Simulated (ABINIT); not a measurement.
# Ge (Fd-3m) in ABINIT: single point with PBEsol

Aim: the single point of Ge with PBEsol.

Everything below comes from runs of ABINIT 10.8.3 (patched build). Logs are shortened: lines on timing, memory, paths and dates and some standing lists are left out, and cuts for length are marked. The log counts tension as positive stress, the text compression.

## (1) The undisturbed crystal

The structure is cubic, space group Fd-3m (No. 227). Conventional cell: a = 5.658 Å, b = 5.658 Å, c = 5.658 Å, α = 90.00°, β = 90.00°, γ = 90.00°. Ge (site symmetry -43m) is surrounded by 4 Ge at 2.45 Å.

## (2) Single point, PBEsol (atoms moved at random, drawn with an rms of 0.05 Å)

run.abi reads:

```
# Pseudopotentials
pp_dirpath "./"
pseudos "Ge.upf"

# Structure
acell 3*1.0 Angstrom
rprim
     0.0000000000     2.8289100000     2.8289100000
     2.8289100000     0.0000000000     2.8289100000
     2.8289100000     2.8289100000     0.0000000000
ntypat 1
znucl 32
natom 2
typat 1 1
xred
     0.7609660000     0.7332560000     0.7533390000
     0.4934450000     0.4893950000     0.5101500000
chkprim 0
chksymtnons 0
tolsym 1.0e-6

# Plane-wave basis
ecut 39.0

# k points
kptopt 1
ngkpt 8 8 8
nshiftk 1
shiftk 0.0 0.0 0.0

# Exchange and correlation
ixc -116133

# Bands and occupations
nband 18
occopt 3
tsmear 0.00183747

# SCF cycle
nstep 100
tolvrs 1.0e-10

# Output
iomode 3
prtwf 0
prteig 0
prtebands 0
enunit 1
prtden 1
prtvha 1
prtvclmb 1
prtpot 1
prtelf 1
```

Potentials or basis: PseudoDojo NC SR PBEsol v0.4.1 standard.

The run is started by

```bash
$ abinit run.abi > log 2>&1
```

run.abo:

```text
.Version 10.8.3 of ABINIT
 Symmetries : space group P-1 (#  2); Bravais aP (primitive triclinic)
================================================================================
 Values of the parameters that define the memory need of the present run
     intxc =       0    ionmov =       0      iscf =       7    lmnmax =       6
     lnmax =       6     mgfft =      45  mpssoang =       3    mqgrid =    3001
     natom =       2  nloc_mem =       1    nspden =       1   nspinor =       1
    nsppol =       1      nsym =       2    n1xccc =    2501    ntypat =       1
    occopt =       3   xclevel =       2
       mpw =        3584          nfft =       91125          nkpt =         260
================================================================================
================================================================================

--------------------------------------------------------------------------------
------------- Echo of variables that govern the present computation ------------
--------------------------------------------------------------------------------
 -outvars: echo values of preprocessed input variables --------
            acell      1.8897261259E+00  1.8897261259E+00  1.8897261259E+00 Bohr
              amu      7.26100000E+01
          chkprim           0
      chksymtnons           0
             ecut      3.90000000E+01 Hartree
           enunit           1
                       outvar_i_n : Printing only first  50 k-points.
              ixc     -116133
                       outvar_i_n : Printing only first  50 k-points.
         kptrlatt        8    0    0      0    8    0      0    0    8
          kptrlen      6.04815598E+01
            natom           2
            nband          18
            ngfft          45      45      45
             nkpt         260
            nstep         100
             nsym           2
           ntypat           1
                       prtocc : prtvol=0, do not print more k-points.
           occopt           3
        prtebands           0
           prteig           0
           prtelf           1
           prtpot           1
         prtvclmb           1
           prtvha           1
            prtwf           0
            rprim      0.0000000000E+00  2.8289100000E+00  2.8289100000E+00
                       2.8289100000E+00  0.0000000000E+00  2.8289100000E+00
                       2.8289100000E+00  2.8289100000E+00  0.0000000000E+00
          spgroup           2
           tolsym      1.00000000E-06
           tolvrs      1.00000000E-10
           tsmear      1.83747000E-03 Hartree
            typat      1  1
                       outvars : Printing only first  50 k-points.
           xangst      4.2054434614E+00  4.2838325575E+00  4.2270195580E+00
                       2.8276228460E+00  2.8390799315E+00  2.7803659044E+00
            xcart      7.9471363801E+00  8.0952703030E+00  7.9879092935E+00
                       5.3434327662E+00  5.3650835200E+00  5.2541300891E+00
             xred      7.6096600000E-01  7.3325600000E-01  7.5333900000E-01
                       4.9344500000E-01  4.8939500000E-01  5.1015000000E-01
            znucl       32.00000

================================================================================

 chkinp: Checking input parameters for consistency.

================================================================================
== DATASET  1 ==================================================================

--- !DatasetInfo
iteration_state: {dtset: 1, }
dimensions: {natom: 2, nkpt: 260, mband: 18, nsppol: 1, nspinor: 1, nspden: 1, mpw: 3584, }
cutoff_energies: {ecut:  39.0, pawecutdg:  -1.0, }
electrons: {nelect:   2.80000000E+01, charge:   0.00000000E+00, occopt:   3.00000000E+00, tsmear:   1.83747000E-03, }
meta: {optdriver: 0, ionmov: 0, optcell: 0, iscf: 7, paral_kgb: 0, }
...

 Real(R)+Recip(G) space primitive vectors, cartesian coordinates (Bohr,Bohr^-1):
 R(1)=  0.0000000  5.3458651  5.3458651  G(1)= -0.0935302  0.0935302  0.0935302
 R(2)=  5.3458651  0.0000000  5.3458651  G(2)=  0.0935302 -0.0935302  0.0935302
 R(3)=  5.3458651  5.3458651  0.0000000  G(3)=  0.0935302  0.0935302 -0.0935302
 Unit cell volume ucvol=  3.0555120E+02 bohr^3
 Angles (23,13,12)=  6.00000000E+01  6.00000000E+01  6.00000000E+01 degrees

 getcut: wavevector=  0.0000  0.0000  0.0000  ngfft=  45  45  45
         ecut(hartree)=     39.000   => boxcut(ratio)=   2.07025

--- Pseudopotential description ------------------------------------------------
- pspini: atom type   1  psp file is ./Ge.upf
12 -116133 2 -1 1560                          pspcod,pspxc,lmax,lloc,mmax
     nproj     2     2     2

   1.72858076E+03                                ecore*ucvol(ha*bohr**3)
--------------------------------------------------------------------------------

================================================================================

--- !BeginCycle
iteration_state: {dtset: 1, }
solver: {iscf: 7, nstep: 100, nline: 4, wfoptalg: 0, }
tolerances: {tolvrs: 1.00E-10, }
...

     iter   Etot(hartree)      deltaE(h)  residm     vres2
 ETOT  1  -176.62132839432    -1.766E+02 1.105E+00 1.249E+02
 ETOT  2  -178.37328070457    -1.752E+00 8.132E-02 1.948E+02
 ETOT  3  -178.39673471874    -2.345E-02 1.880E-02 4.240E+01
 ETOT  4  -178.40008780098    -3.353E-03 8.527E-03 1.712E+01
 ETOT  5  -178.40231911562    -2.231E-03 2.006E-03 5.002E-03
 ETOT  6  -178.40232006888    -9.533E-07 1.674E-04 2.186E-03
 ETOT  7  -178.40232031610    -2.472E-07 1.503E-04 1.576E-04
 ETOT  8  -178.40232033450    -1.840E-08 1.487E-05 1.744E-06
 ETOT  9  -178.40232033471    -2.175E-10 1.537E-05 6.117E-08
 ETOT 10  -178.40232033472    -9.152E-12 1.661E-06 5.720E-11

 At SCF step   10       vres2   =  5.72E-11 < tolvrs=  1.00E-10 =>converged.

 Compute ELF
--------------------------------------------------------------------------------

 Compute kinetic energy density

 Compute gradient of the electron density
 Electron Localization Function (ELF) [min:0;max:1]
)     Maximum=    7.7635E-01  at reduced coord.    0.6222    0.6222    0.1333
)     Minimum=    0.0000E+00  at reduced coord.    0.4889    0.4889    0.5111
   Integrated=    9.2568E+01

--------------------------------------------------------------------------------
 End of ELF section

 Cartesian components of stress tensor (hartree/bohr^3)
  sigma(1 1)= -2.59708046E-05  sigma(3 2)= -4.13535929E-05
  sigma(2 2)= -2.66497720E-05  sigma(3 1)=  3.49105190E-05
  sigma(3 3)= -2.64581208E-05  sigma(2 1)=  3.68300496E-05

--- !ResultsGS
iteration_state: {dtset: 1, }
comment   : Summary of ground state results
lattice_vectors:
- [  0.0000000,   5.3458651,   5.3458651, ]
- [  5.3458651,   0.0000000,   5.3458651, ]
- [  5.3458651,   5.3458651,   0.0000000, ]
lattice_lengths: [   7.56019,    7.56019,    7.56019, ]
lattice_angles: [ 60.000,  60.000,  60.000, ] # degrees, (23, 13, 12)
lattice_volume:   3.0555120E+02
convergence: {deltae: -9.152E-12, res2:  5.720E-11, residm:  1.661E-06, diffor: null, }
etotal    :  -1.78402320E+02
entropy   :   0.00000000E+00
fermie    :   1.45175741E-01
cartesian_stress_tensor: # hartree/bohr^3
- [ -2.59708046E-05,   3.68300496E-05,   3.49105190E-05, ]
- [  3.68300496E-05,  -2.66497720E-05,  -4.13535929E-05, ]
- [  3.49105190E-05,  -4.13535929E-05,  -2.64581208E-05, ]
pressure_GPa:   7.7553E-01
xred      :
- [  7.6097E-01,   7.3326E-01,   7.5334E-01, Ge]
- [  4.9344E-01,   4.8939E-01,   5.1015E-01, Ge]
cartesian_forces: # hartree/bohr
- [  8.39960138E-03,  -7.16351540E-03,  -7.52999745E-03, ]
- [ -8.39960138E-03,   7.16351540E-03,   7.52999745E-03, ]
force_length_stats: {min:   1.33630130E-02, max:   1.33630130E-02, mean:   1.33630130E-02, }
...

 Integrated electronic density in atomic spheres:
 ------------------------------------------------
 Atom  Sphere_radius  Integrated_density
    1        2.00000         11.56355921
    2        2.00000         11.56461254
================================================================================

 ----iterations are completed or convergence reached----

 Mean square residual over all n,k,spin=   14.087E-10; max=  16.611E-07
 reduced coordinates (array xred) for    2 atoms
       0.760966000000      0.733256000000      0.753339000000
       0.493445000000      0.489395000000      0.510150000000
 rms dE/dt=  4.5590E-02; max dE/dt=  7.8550E-02; dE/dt below (all hartree)
    1       0.078549538021     -0.004648785334     -0.006607948934
    2      -0.078549538021      0.004648785334      0.006607948934

 cartesian coordinates (angstrom) at end:
    1      4.20544346145000     4.28383255755000     4.22701955802000
    2      2.82762284595000     2.83907993145000     2.78036590440000

 cartesian forces (hartree/bohr) at end:
    1      0.00839960137633    -0.00716351539822    -0.00752999744573
    2     -0.00839960137633     0.00716351539822     0.00752999744573
 frms,max,avg= 7.7151392E-03 8.3996014E-03   0.000E+00  0.000E+00  0.000E+00 h/b

 cartesian forces (eV/Angstrom) at end:
    1      0.43192486904079    -0.36836277242471    -0.38720803701367
    2     -0.43192486904079     0.36836277242471     0.38720803701367
 frms,max,avg= 3.9672841E-01 4.3192487E-01   0.000E+00  0.000E+00  0.000E+00 e/A
 length scales=  1.889726125908  1.889726125908  1.889726125908 bohr
              =  1.000000000000  1.000000000000  1.000000000000 angstroms
 Fermi (or HOMO) energy (eV) =   3.95043   Average Vxc (eV)= -10.24526
 Eigenvalues (   eV  ) for nkpt= 260  k points:
 kpt#   1, nband= 18, wtk=  0.00195, kpt=  0.0000  0.0000  0.0000 (reduced coord)
 -20.96087  -20.92777  -20.92566  -20.90221  -20.90206  -20.69267  -20.69235  -20.68514
 -20.67742  -20.67729   -8.88046    3.61209    3.90113    4.05658    4.09076    6.31669
   6.34139    6.68856
 prteigrs : prtvol=0 or 1, do not print more k-points.

--- !EnergyTerms
iteration_state     : {dtset: 1, }
comment             : Components of total free energy in Hartree
kinetic             :  1.33974823126711E+02
hartree             :  5.53141994197316E+01
xc                  : -4.31925322999780E+01
Ewald energy        : -9.87334383483342E+01
psp_core            :  5.65725407198857E+00
local_psp           : -1.37102295893470E+02
non_local_psp       : -9.43202965819596E+01
internal            : -1.78402286505311E+02
'-kT*entropy'       : -3.38294113421588E-05
total_energy        : -1.78402320334722E+02
total_energy_eV     : -4.85457444580735E+03
band_energy         : -1.58024929672089E+01
...

 Cartesian components of stress tensor (hartree/bohr^3)
  sigma(1 1)= -2.59708046E-05  sigma(3 2)= -4.13535929E-05
  sigma(2 2)= -2.66497720E-05  sigma(3 1)=  3.49105190E-05
  sigma(3 3)= -2.64581208E-05  sigma(2 1)=  3.68300496E-05

-Cartesian components of stress tensor (GPa)         [Pressure=  7.7553E-01 GPa]
- sigma(1 1)= -7.64087452E-01  sigma(3 2)= -1.21666471E+00
- sigma(2 2)= -7.84063362E-01  sigma(3 1)=  1.02710293E+00
- sigma(3 3)= -7.78424788E-01  sigma(2 1)=  1.08357747E+00

== END DATASET(S) ==============================================================
================================================================================

 -outvars: echo values of variables after computation  --------
            acell      1.8897261259E+00  1.8897261259E+00  1.8897261259E+00 Bohr
           etotal     -1.7840232033E+02
            fcart      8.3996013763E-03 -7.1635153982E-03 -7.5299974457E-03
                      -8.3996013763E-03  7.1635153982E-03  7.5299974457E-03
            rprim      0.0000000000E+00  2.8289100000E+00  2.8289100000E+00
                       2.8289100000E+00  0.0000000000E+00  2.8289100000E+00
                       2.8289100000E+00  2.8289100000E+00  0.0000000000E+00
           strten     -2.5970804620E-05 -2.6649771992E-05 -2.6458120754E-05
                      -4.1353592887E-05  3.4910518989E-05  3.6830049619E-05
           xangst      4.2054434614E+00  4.2838325575E+00  4.2270195580E+00
                       2.8276228460E+00  2.8390799315E+00  2.7803659044E+00
             xred      7.6096600000E-01  7.3325600000E-01  7.5333900000E-01
                       4.9344500000E-01  4.8939500000E-01  5.1015000000E-01
 Calculation completed.
```

Wall time 11 min (1 thread of Intel Xeon Platinum 8488C (Sapphire Rapids), shared host); peak memory 0.33 GiB.

Results:

```yaml
Free_energy: -4854.5744 eV
Pressure: 0.8 GPa
Largest_force: 0.687 eV/Å
Band_gap_on_the_k_mesh: none (metal or under the smearing width)
Valence_electrons_inside_the_program's_atomic_spheres: Ge 11.56 (radii [1.0584] Å)
```

Forces in eV/Å, atoms in the order of the input:
```
Ge   0.432 -0.368 -0.387
Ge  -0.432  0.368  0.387
```

Stress tensor (GPa, compression positive):
```
 0.76 -1.08 -1.03
-1.08  0.78  1.22
-1.03  1.22  0.78
```
